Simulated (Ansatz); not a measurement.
# HfO2: relaxation of cell and atoms with revPBE+D4

Crystal: HfO2.

```xyz
12
Lattice="5.1180 0.0000 0.0000 0.0000 5.1857 0.0000 -0.8587 0.0000 5.2139" Properties=species:S:1:pos:R:3 pbc="T T T"
Hf    0.8021    2.3870    3.6914
Hf    3.0279    4.9798    4.1294
Hf    3.4573    2.7987    1.5224
Hf    1.2314    0.2059    1.0845
O    -0.3473    0.8733    4.4146
O     4.1773    3.4661    3.4062
O     4.6066    4.3124    0.7993
O     0.0821    1.7196    1.8076
O     1.4549    3.8473    5.1101
O     2.3751    1.2544    2.7107
O     2.8045    1.3384    0.1038
O     1.8842    3.9313    2.5032
```

| Item | Value |
| --- | --- |
| Program | Ansatz 0.2.0 |
| Task | relaxation of cell and atoms |
| Functional | revPBE |
| Dispersion | D4 |
| Potentials or basis | Ansatz PAW |
| Cutoff | 420 eV (not typed: the program's choice for these potentials) |
| k mesh | 5 × 5 × 5 |
| Occupations | fermi-dirac, width 0.05 eV |
| Spin | no spin polarisation |

```json
{
  "Relaxed volume": "11.62 Å³/atom",
  "Relaxed cell": "a = 5.120 Å, b = 5.209 Å, c = 5.299 Å, α = 90.00°, β = 99.30°, γ = 90.00°",
  "Space group after relaxing (to 0.05 Å)": "P2_1/c (No. 14)",
  "Energy gained by relaxing": "3.7 meV/atom",
  "Ionic steps": "9",
  "Pressure after relaxing": "0.0 GPa",
  "Band gap on the k mesh": "4.18 eV"
}
```

The path:
| step | energy change (eV) | largest force (eV/Å) | volume (Å³) |
| --- | --- | --- | --- |
| 1 | 0.0000 | 0.4928 | 138.38 |
| 2 | -0.0118 | 0.2493 | 139.83 |
| 3 | -0.0351 | 0.0713 | 139.77 |
| 4 | -0.0379 | 0.0896 | 139.66 |
| 5 | -0.0399 | 0.0460 | 139.35 |
| 6 | -0.0401 | 0.0046 | 139.41 |
| 7 | -0.0448 | 0.0050 | 139.41 |
| 8 | -0.0446 | 0.0006 | 139.48 |
| 9 | -0.0449 | 0.0006 | 139.48 |

Final structure:
```
Hf O
1.0
     5.11999    0.00000    0.00140
     0.00000    5.20891    0.00000
    -0.85757    0.00000    5.22951
Hf O
4 8
Direct
  0.27636 0.45800 0.70843
  0.72364 0.95800 0.79157
  0.72364 0.54200 0.29157
  0.27636 0.04200 0.20843
  0.07251 0.16128 0.83939
  0.92749 0.66128 0.66061
  0.92749 0.83872 0.16061
  0.07251 0.33872 0.33939
  0.44643 0.74171 0.97903
  0.55357 0.24171 0.52097
  0.55357 0.25829 0.02097
  0.44643 0.75829 0.47903
```

It took 2.5 min on 2 threads of Arm Neoverse V1 (shared host), peak memory 0.69 GiB.

Caveat: odd divisions of the mesh miss points on the zone boundary, where band edges often lie, so the gap on the mesh can be too wide; the plane-wave basis is chosen anew once the cell has moved, so the energies of steps on either side of that aren't comparable; the pressure holds a Pulay correction of +0.7 GPa for the finite cutoff; spin-orbit coupling is left out, which moves the levels of the heavy elements; the PAW data sets come from PBE, with cores solved anew for the run's functional, which leaves a small shift of forces and pressure. Zero-point motion and thermal expansion aren't in these numbers.
